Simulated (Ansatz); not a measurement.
WC:

```
W C
1.0
     0.00000    2.19268    2.19268
     2.19268    0.00000    2.19268
     2.19268    2.19268    0.00000
W C
1 1
Direct
  0.00000 0.00000 0.00000
  0.50000 0.50000 0.50000
```

Measurements of this composition are mostly on another form, of space group No. 187.

```yaml
Program: Ansatz 0.2.0
Task: relaxation of cell and atoms
Functional: RPBE
Dispersion: D3(BJ)
Potentials_or_basis: Ansatz PAW
Cutoff: "420 eV (not typed: the program's choice for these potentials)"
k_mesh: 10 × 10 × 10
Occupations: fermi-dirac, width 0.05 eV
Spin: no spin polarisation
```

At the start: volume 10.54 Å³/atom.

How do energy, volume and symmetry change on relaxing?

It ends after 7 steps and the volume is 9.50 Å³/atom (-9.8 %); space group Fm-3m (No. 225, to 0.05 Å).

The path:
| step | energy change (eV) | largest force (eV/Å) | volume (Å³) |
| --- | --- | --- | --- |
| 1 | 0.0000 | 0.0000 | 21.08 |
| 2 | -0.2220 | 0.0000 | 18.15 |
| 3 | -0.2818 | 0.0000 | 19.17 |
| 4 | -0.2838 | 0.0000 | 19.02 |
| 5 | -0.2809 | 0.0000 | 19.02 |
| 6 | -0.2809 | 0.0000 | 19.01 |
| 7 | -0.2808 | 0.0000 | 19.01 |

Final structure:
```
W C
1.0
     0.00000    2.11827    2.11827
     2.11827    0.00000    2.11827
     2.11827    2.11827    0.00000
W C
1 1
Cartesian
  0.0000 0.0000 0.0000
  2.1183 2.1183 2.1183
```

Caveat: the plane-wave basis is chosen anew once the cell has moved, so the energies of steps on either side of that aren't comparable; the pressure holds a Pulay correction of +0.4 GPa for the finite cutoff; pairwise dispersion overbinds metals, which lowers pressure and volume; the PAW data sets come from PBE, with cores solved anew for the run's functional, which leaves a small shift of forces and pressure.
